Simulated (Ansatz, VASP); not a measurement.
B: VASP beside Ansatz

File INCAR:

```
ALGO = Normal
EDIFF = 1E-6
ENCUT = 520
GGA = PS
ISIF = 2
ISMEAR = 0
LASPH = T
LCHARG = T
LELF = T
LREAL = F
LVHAR = T
LWAVE = F
NBANDS = 10
NELM = 60
PREC = Accurate
SIGMA = 0.15
```

File KPOINTS:

```
k-points
0
Gamma
  18 18 18
```

POSCAR

```
B
1.0
    0.0000000000      1.9461445962      1.9461445962
    1.9461445962      0.0000000000      1.9461445962
    1.9461445962      1.9461445962      0.0000000000
B
2
Direct
   -0.1250000000     -0.1250000000     -0.1250000000
    0.1250000000      0.1250000000      0.1250000000
```

Input for Ansatz:

```yaml
crystal:
  lattice:
    - [0.0, 1.9461445962, 1.9461445962]
    - [1.9461445962, 0.0, 1.9461445962]
    - [1.9461445962, 1.9461445962, 0.0]
  atoms:
    - { symbol: B, position: [-0.125, -0.125, -0.125] }
    - { symbol: B, position: [0.125, 0.125, 0.125] }
kpoints:
  mp_grid: { grid: [18, 18, 18] }
  band_path:
    path:
      - [0.0, 0.0, 0.0]
      - [0.5, 0.0, 0.5]
      - [0.625, 0.25, 0.625]
      - [0.375, 0.375, 0.75]
      - [0.0, 0.0, 0.0]
      - [0.5, 0.5, 0.5]
      - [0.5, 0.25, 0.75]
      - [0.5, 0.0, 0.5]
    npoints: 8
scf:
  occupations: { method: gaussian, width: 0.15 }
  n_extra_bands: 8
hamiltonian:
  xc: pbesol
  pseudopotentials: { kind: all_electron, lapw: { basis_error: 0.001 } }
output:
  forces: true
  stress: true
  eigenvalues: true
  populations: true
```

This isn't the form of B at room conditions, which is rhombohedral.

Alike in both runs: task single point; functional PBEsol; k mesh 18 × 18 × 18; occupations gaussian, width 0.15 eV; no spin polarisation.

|  | VASP | Ansatz |
| --- | --- | --- |
| version | VASP 6.6.1 | Ansatz 0.2.0 |
| potentials or method | VASP PAW PBE potentials, release 64 (B) | all-electron LAPW, scalar-relativistic |
| plane-wave cutoff (eV) | 520 | see its input |

Ansatz gave:

* gap on the k mesh at the Fermi level (eV): none
* pressure (GPa): 23.2

Which values does VASP return?

gap on the k mesh at the Fermi level (eV): none; pressure (GPa): 23.6.

A gap of «none» marks a metal or a gap that the smearing closes. Ansatz ran all-electron here, so the differences hold the error of VASP's frozen core and of both bases.

Caveats: so large a pressure means that the cell lies far from this level's equilibrium, or that cutoff or potentials fall short (VASP); the potentials were made for another functional, which shifts forces and pressure (VASP).
